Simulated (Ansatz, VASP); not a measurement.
**Two plane-wave programs on BaTe**

```
CELL_PARAMETERS angstrom
0.00000 3.41000 3.41000
3.41000 0.00000 3.41000
3.41000 3.41000 0.00000
ATOMIC_POSITIONS crystal
Ba 0.00000 0.00000 0.00000
Te 0.50000 0.50000 0.50000
```

Alike in both runs: task single point; functional PBEsol; k mesh 7 × 7 × 7; occupations fermi-dirac, width 0.05 eV; no spin polarisation.

|  | VASP | Ansatz |
| --- | --- | --- |
| version | VASP 6.6.1 | Ansatz 0.2.0 |
| potentials or method | VASP PAW PBE potentials, release 64 (Ba_sv, Te) | Ansatz PAW |
| plane-wave cutoff (eV) | 520 | 420 |
| valence electrons in the cell | 16 | 26 |

VASP gave:

```
gap on the k mesh at the Fermi level (eV) : 1.29
least direct gap on the mesh (eV)         : 1.68
pressure (GPa)                            : 2.4
```

Q: Which values does Ansatz return?

A: gap on the k mesh at the Fermi level (eV): 1.39; least direct gap on the mesh (eV): 1.74; pressure (GPa): 1.9.

The functional is the same, so the differences come from potentials, cutoffs and numerics. The two sets of potentials don't hold the same shells in valence.

Caveats: spin-orbit coupling is left out, which moves the levels of the heavy elements; the PAW data sets were made with another functional, which shifts forces and pressure a little (VASP); an odd mesh through Γ misses points on the zone boundary, where band edges often lie (VASP); odd divisions of the mesh miss points on the zone boundary, where band edges often lie, so the gap on the mesh can be too wide (Ansatz); the PAW data sets come from PBE, with cores solved anew for the run's functional, which leaves a small shift of forces and pressure (Ansatz). PBEsol gaps usually lie below the measured ones, often by a third to a half.
